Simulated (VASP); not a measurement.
# ZnS (F-43m) in VASP: further runs

One crystal, ZnS, is run at these levels: PBE+D3(BJ), PBEsol, r2SCAN; tasks: relaxation of the atoms, relaxation of cell and atoms.

Program: VASP 6.6.1. These are calculated values, not measurements. Logs are shortened: lines on timing, memory, paths and dates and some standing lists are left out, and cuts for length are marked.

### Step 1. The crystal as given

It takes space group F-43m (No. 216, cubic). Conventional cell: a = 5.404 Å, b = 5.404 Å, c = 5.404 Å, α = 90.00°, β = 90.00°, γ = 90.00°. Zn (site symmetry -43m) is surrounded by 4 S at 2.34 Å. S (site symmetry -43m) is surrounded by 4 Zn at 2.34 Å.

### Step 2. Relaxation of the atoms, PBE+D3(BJ) (a relaxed cell with its volume scaled by 1.06)

INCAR

```
SYSTEM = ZnS
PREC = Accurate ; ENCUT = 600
EDIFF = 1E-7 ; ISMEAR = 0
SIGMA = 0.03 ; LREAL = .FALSE.
LASPH = .TRUE. ; NELM = 80
ALGO = Normal ; ISIF = 2
LWAVE = .FALSE. ; LCHARG = .FALSE.
GGA = PE ; IVDW = 12
IBRION = 2 ; NSW = 40
EDIFFG = -0.01
```

KPOINTS

```
regular mesh
0
G
  10 10 10
  0 0 0
```

POSCAR

```
ZnS                                     
1.0
    0.0000000000      2.7424562508      2.7424562508
    2.7424562508      0.0000000000      2.7424562508
    2.7424562508      2.7424562508      0.0000000000
  Zn              S             
     1     1
Direct
     0.2500000000000000    0.2500000000000000    0.2500000000000000
     0.0000000000000000    0.0000000000000000    0.0000000000000000
```

Potentials or basis: VASP PAW PBE potentials, release 64 (Zn, S).

Started as:

```sh
> cat potpaw_PBE.64/Zn/POTCAR potpaw_PBE.64/S/POTCAR > POTCAR
> mpirun -np 1 vasp_std > vasp.out
```

OUTCAR:

```text
SYSTEM = ZnS
   PREC = Accurate
   ENCUT = 600
   EDIFF = 1E-7
   ISMEAR = 0
   LREAL = .FALSE.
   LASPH = .TRUE.
   NELM = 80
   ISIF = 2
   GGA = PE
   IVDW = 12
   IBRION = 2
   NSW = 40
   EDIFFG = -0.01
 IVDW          = 12

 ion  position               nearest neighbor table
   1  0.250  0.250  0.250-   2 2.38   2 2.38   2 2.38   2 2.38
   2  0.000  0.000  0.000-   1 2.38   1 2.38   1 2.38   1 2.38

  LATTYP: Found a face centered cubic cell.
 ALAT       =     5.4849125016

  Lattice vectors:

 A1 = (   0.0000000000,   2.7424562508,   2.7424562508)
 A2 = (   2.7424562508,   0.0000000000,   2.7424562508)
 A3 = (   2.7424562508,   2.7424562508,   0.0000000000)

Analysis of symmetry for initial positions (statically):
=====================================================================
 Subroutine PRICEL returns:
 Original cell was already a primitive cell.

 Routine SETGRP: Setting up the symmetry group for a
 face centered cubic supercell.

 Subroutine GETGRP returns: Found 24 space group operations
 (whereof 24 operations were pure point group operations)
 out of a pool of 48 trial point group operations.

The static configuration has the point symmetry T_d .

Analysis of symmetry for dynamics (positions and initial velocities):
=====================================================================
 Subroutine PRICEL returns:
 Original cell was already a primitive cell.

 Routine SETGRP: Setting up the symmetry group for a
 face centered cubic supercell.

 Subroutine GETGRP returns: Found 24 space group operations
 (whereof 24 operations were pure point group operations)
 out of a pool of 48 trial point group operations.

The dynamic configuration has the point symmetry T_d .

 Subroutine INISYM returns: Found 24 space group operations
 (whereof 24 operations are pure point group operations),
 and found     1 'primitive' translations

----------------------------------------------------------------------------------------

                                     Primitive cell

  volume of cell :      41.2524

  direct lattice vectors                    reciprocal lattice vectors
     0.000000000  2.742456251  2.742456251    -0.182318314  0.182318314  0.182318314
     2.742456251  0.000000000  2.742456251     0.182318314 -0.182318314  0.182318314
     2.742456251  2.742456251  0.000000000     0.182318314  0.182318314 -0.182318314

  length of vectors
     3.878418824  3.878418824  3.878418824     0.315784583  0.315784583  0.315784583

  position of ions in fractional coordinates (direct lattice)
     0.250000000  0.250000000  0.250000000
     0.000000000  0.000000000  0.000000000

  ion indices of the primitive-cell ions
   primitive index   ion index
                 1           1
                 2           2

----------------------------------------------------------------------------------------

 KPOINTS: regular mesh

Automatic generation of k-mesh.
 Grid dimensions read from file:
 generate k-points for:   10   10   10

 Generating k-lattice:

  Cartesian coordinates                     Fractional coordinates (reciprocal lattice)
    -0.018231831  0.018231831  0.018231831     0.100000000  0.000000000  0.000000000
     0.018231831 -0.018231831  0.018231831     0.000000000  0.100000000  0.000000000
     0.018231831  0.018231831 -0.018231831     0.000000000  0.000000000  0.100000000

  Length of vectors
     0.031578458  0.031578458  0.031578458

  Shift w.r.t. Gamma in fractional coordinates (k-lattice)
     0.000000000  0.000000000  0.000000000

 Subroutine IBZKPT returns following result:
 ===========================================

 Found     47 irreducible k-points:

 Following reciprocal coordinates:
            Coordinates               Weight
  0.000000  0.000000  0.000000      1.000000
  0.100000  0.000000  0.000000      8.000000
  0.200000  0.000000  0.000000      8.000000
  0.300000  0.000000  0.000000      8.000000
  0.400000  0.000000  0.000000      8.000000
  0.500000  0.000000  0.000000      4.000000
[... 16 lines left out ...]
  0.300000  0.300000  0.000000      6.000000
  0.400000  0.300000  0.000000     24.000000
 [... further k-points ...]
   k-points           NKPTS =     47   k-points in BZ     NKDIM =     47   number of bands    NBANDS=     13
   number of dos      NEDOS =    301   number of ions     NIONS =      2
   total plane-waves  NPLWV =  32768
   dimension x,y,z NGX =    32 NGY =   32 NGZ =   32
   dimension x,y,z NGXF=    64 NGYF=   64 NGZF=   64
   ions per type =               1   1
   NGX,Y,Z   is equivalent  to a cutoff of  13.72, 13.72, 13.72 a.u.
   NGXF,Y,Z  is equivalent  to a cutoff of  27.43, 27.43, 27.43 a.u.
 SYSTEM =  ZnS
   PREC   = accura    normal or accurate (medium, high low for compatibility)
   ISTART =      0    job   : 0-new  1-cont  2-samecut
   ICHARG =      2    charge: 1-file 2-atom 10-const
   ISPIN  =      1    spin polarized calculation?
   LNONCOLLINEAR =      F non collinear calculations
   LSORBIT =      F    spin-orbit coupling
   LASPH  =      T    aspherical Exc in radial PAW
   ENCUT  =  600.0 eV  44.10 Ry    6.64 a.u.   7.75  7.75  7.75*2*pi/ulx,y,z
   NELM   =     80;   NELMIN=  2; NELMDL= -5     # of ELM steps
   EDIFF  = 0.1E-06   stopping-criterion for ELM
   LREAL  =      F    real-space projection
   EDIFFG = -.1E-01   stopping-criterion for IOM
   NSW    =     40    number of steps for IOM
   IBRION =      2    ionic relax: 0-MD 1-quasi-New 2-CG
   NFREE  =      1    steps in history (QN), initial steepest desc. (CG)
   ISIF   =      2    stress and relaxation
   ISYM   =      2    0-nonsym 1-usesym 2-fastsym
   POTIM  = 0.5000    time-step for ionic-motion
   TEBEG  =    0.0;   TEEND  =   0.0 temperature during run
   PSTRESS=    0.0 pullay stress
   NELECT =      18.0000    total number of electrons
   NUPDOWN=      -1.0000    fix difference up-down
   EMIN   =  10.00;   EMAX   =-10.00  energy-range for DOS
   EFERMI =   0.00;   METHOD = LEGACY
   ISMEAR =     0;   SIGMA  =   0.03  broadening in eV -4-tet -1-fermi 0-gaus
   EFERMI_NEDOS =   21; number of points for ismear=-14 and -15
   IALGO  =     38    algorithm
   IMIX   =      4    mixing-type and parameters
     AMIX     =   0.40;   BMIX     =  1.00
     AMIX_MAG =   1.60;   BMIX_MAG =  1.00
  volume/ion in A,a.u.               =      20.63       139.19
  Fermi-wavevector in a.u.,A,eV,Ry     =   1.241698  2.346469 20.977650  1.541814
  Thomas-Fermi vector in A             =   2.376084
   LORBIT       =      0    0 simple, 1 ext, 2 COOP (PROOUT), +10 PAW based schemes
   GGA     = PE    functional components
   LHFCALC =     F    Hartree Fock is set to
   AEXX    =    0.0000 exact exchange contribution
   IVDW    =    12    specifies the selected vdW correction
   LEPSILON=     F    determine dielectric tensor
   LRPA    =     F    only Hartree local field effects (RPA)
 conjugate gradient relaxation of ions
 non-spin polarized calculation
 Gauss-broadening in eV      SIGMA  =   0.03
  energy-cutoff  :      600.00
  volume of cell :       41.25
 maximum number of plane-waves:      1411
   NGX = 15   NGY = 15   NGZ = 15

 number of electron      18.0000014 magnetization

 Free energy of the ion-electron system (eV)
  ---------------------------------------------------
  ext. energy  EPLUGINS =         0.00000000
  ---------------------------------------------------
  free energy    TOTEN  =        -6.84913090 eV

  energy without entropy =       -6.84913090  energy(sigma->0) =       -6.84913090

 E-fermi :   1.8393     XC(G=0):  -9.4218

 val. band max:        1.7013476067   @ k =   0.0000   0.0000   0.0000
 cond. band min:       3.6230607030   @ k =   0.0000   0.0000   0.0000
 fundamental gap:      1.9217130964
 Fermi energy:         1.8392998431

 k-point     1 :       0.0000    0.0000    0.0000
  band No.  band energies     occupation
      1     -11.1381      2.00000
      2      -4.4714      2.00000
      3      -4.4714      2.00000
      4      -4.4714      2.00000
      5      -4.0246      2.00000
      6      -4.0246      2.00000
      7       1.7013      2.00000
      8       1.7013      2.00000
      9       1.7013      2.00000
     10       3.6231      0.00000
     11       8.1239      0.00000
     12       8.1239      0.00000
     13       8.1239      0.00000

 k-point     2 :       0.1000    0.0000    0.0000
  band No.  band energies     occupation
      1     -11.0683      2.00000
      2      -4.4691      2.00000
      3      -4.4588      2.00000
      4      -4.4588      2.00000
      5      -4.0256      2.00000
      6      -4.0256      2.00000
      7       0.9262      2.00000
      8       1.6118      2.00000
      9       1.6118      2.00000
     10       4.2393      0.00000
     11       8.0174      0.00000
     12       8.2849      0.00000
     13       8.2849      0.00000

 k-point     3 :       0.2000    0.0000    0.0000
  band No.  band energies     occupation
      1     -10.8763      2.00000
      2      -4.4454      2.00000
      3      -4.4279      2.00000
      4      -4.4279      2.00000
      5      -4.0255      2.00000
      6      -4.0255      2.00000
      7      -0.3763      2.00000
      8       1.3935      2.00000
      9       1.3935      2.00000
     10       4.9162      0.00000
     11       8.1833      0.00000
     12       8.6084      0.00000
     13       8.6084      0.00000
[... 305 lines left out ...]
 k-point    23 :       0.3000    0.3000    0.0000
  band No.  band energies     occupation
      1     -10.4429      2.00000
      2      -4.4936      2.00000
      3      -4.2895      2.00000
      4      -4.2895      2.00000
      5      -4.0486      2.00000
      6      -3.9809      2.00000
      7      -1.3484      2.00000
      8       0.2591      2.00000
      9       0.2591      2.00000
     10       5.9278      0.00000
     11       6.1613      0.00000
     12      10.6369      0.00000
     13      10.8665      0.00000

 k-point    24 :       0.4000    0.3000    0.0000
  band No.  band energies     occupation
      1     -10.2599      2.00000
      2      -4.4582      2.00000
      3      -4.2494      2.00000
      4      -4.2393      2.00000
      5      -3.9964      2.00000
      6      -3.9741      2.00000
      7      -1.9322      2.00000
      8      -0.1416      2.00000
      9       0.0551      2.00000
     10       5.8245      0.00000
     11       6.3356      0.00000
     12      10.3526      0.00000
     13      11.2950      0.00000

 [... further k-points ...]

------------------------ aborting loop because EDIFF is reached ----------------------------------------

 Edisp (eV)   -0.58662

 E8    (eV) :    -0.2303

  FORCE on cell =-STRESS in cart. coord.  units (eV):
  Direction    XX          YY          ZZ          XY          YZ          ZX
  --------------------------------------------------------------------------------------
  -------------------------------------------------------------------------------------
  Total      -1.00667    -1.00667    -1.00667     0.00000     0.00000     0.00000
  in kB     -39.09741   -39.09741   -39.09741     0.00000     0.00000     0.00000
  external pressure =      -39.10 kB  Pullay stress =        0.00 kB

 VOLUME and BASIS-vectors are now :
 -----------------------------------------------------------------------------
  energy-cutoff  :      600.00
  volume of cell :       41.25
      direct lattice vectors                 reciprocal lattice vectors
     0.000000000  2.742456251  2.742456251    -0.182318314  0.182318314  0.182318314
     2.742456251  0.000000000  2.742456251     0.182318314 -0.182318314  0.182318314
     2.742456251  2.742456251  0.000000000     0.182318314  0.182318314 -0.182318314

 POSITION                                       TOTAL-FORCE (eV/Angst)
 -----------------------------------------------------------------------------------
      1.37123      1.37123      1.37123        -0.000000      0.000000      0.000000
      0.00000      0.00000      0.00000         0.000000     -0.000000     -0.000000
 -----------------------------------------------------------------------------------
    total drift:                               -0.000001     -0.000001     -0.000001

  FREE ENERGIE OF THE ION-ELECTRON SYSTEM (eV)
  ---------------------------------------------------
  free  energy   TOTEN  =        -7.4357493604 eV

  energy  without entropy=       -7.4357493604  energy(sigma->0) =       -7.43574936

 reached required accuracy - stopping structural energy minimisation
```

Wall time 15 s (1 thread of Intel Xeon 6975P-C (Granite Rapids), shared host); peak memory 0.19 GiB.

What came out:

```yaml
Free_energy: -7.4357 eV
Pressure_after_relaxing: -3.9 GPa
Band_gap_on_the_k_mesh: 1.92 eV, direct
Dispersion_energy_per_atom: -0.293 eV
```

Final structure:
```cif
data_structure
_symmetry_space_group_name_H-M 'P 1'
_symmetry_Int_Tables_number 1
_cell_length_a 3.8784
_cell_length_b 3.8784
_cell_length_c 3.8784
_cell_angle_alpha 60.000
_cell_angle_beta 60.000
_cell_angle_gamma 60.000
_cell_volume 41.25
loop_
_atom_site_label
_atom_site_type_symbol
_atom_site_fract_x
_atom_site_fract_y
_atom_site_fract_z
_atom_site_occupancy
Zn1 Zn 0.25000 0.25000 0.25000 1
S1 S 0.00000 0.00000 0.00000 1
```

Levels at points of the mesh, in eV from the valence-band top:
```csv
k point,band 6,band 7,band 8,band 9,band 10,band 11,band 12,band 13
"(0.00, 0.00, 0.00)",-5.73,0.00,0.00,0.00,1.92,6.42,6.42,6.42
"(0.50, 0.00, 0.00)",-5.54,-5.00,-0.80,-0.80,3.22,6.95,6.95,8.70
"(0.50, 0.50, 0.00)",-5.53,-4.39,-2.06,-2.06,3.51,4.07,10.67,11.67
```

Caveat: the relaxation stopped at its first step, so nothing moved.

(Continued in part 2 of 2.)
